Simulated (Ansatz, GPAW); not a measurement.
# TaN: programs and potentials compared

```
Ta N
1.0
     2.85747    0.00000    0.00000
    -1.42873    2.47464    0.00000
     0.00000    0.00000    2.80397
Ta N
1 1
Direct
  0.00000 0.00000 0.50000
  0.66667 0.33333 0.00000
```

Alike in all runs: task density of states; functional LDA; k mesh 11 × 11 × 9; occupations gaussian, width 0.05 eV; no spin polarisation; no spin-orbit coupling. LDA stands for any of its common fits. Pressure is positive in compression and, in plane waves, holds the error of the finite cutoff, which Ansatz's Pulay term estimates and takes out.

| program and potentials | plane-wave cutoff (eV) | notes | pressure (GPa) |
| --- | --- | --- | --- |
| Ansatz, Ansatz PAW | 420 | potentials made for PBE, which Ansatz adapts in part; Pulay term of +0.63 GPa included | 21.72 |
| GPAW, the program's PAW data sets (release 1.2.1) made for this functional | 800 | - | 19.80 |
| Ansatz, all-electron LAPW, scalar-relativistic | - | - | 21.42 |

The pressure spans 19.80 (GPAW, the program's PAW data sets (release 1.2.1) made for this functional) to 21.72 GPa (Ansatz, Ansatz PAW), with all-electron results at 21.42. The cell lies far from this level's equilibrium.

The functional is the same throughout but for its coding, so the spread measures potentials, basis and numerics; runs on potential files found faulty are left out.
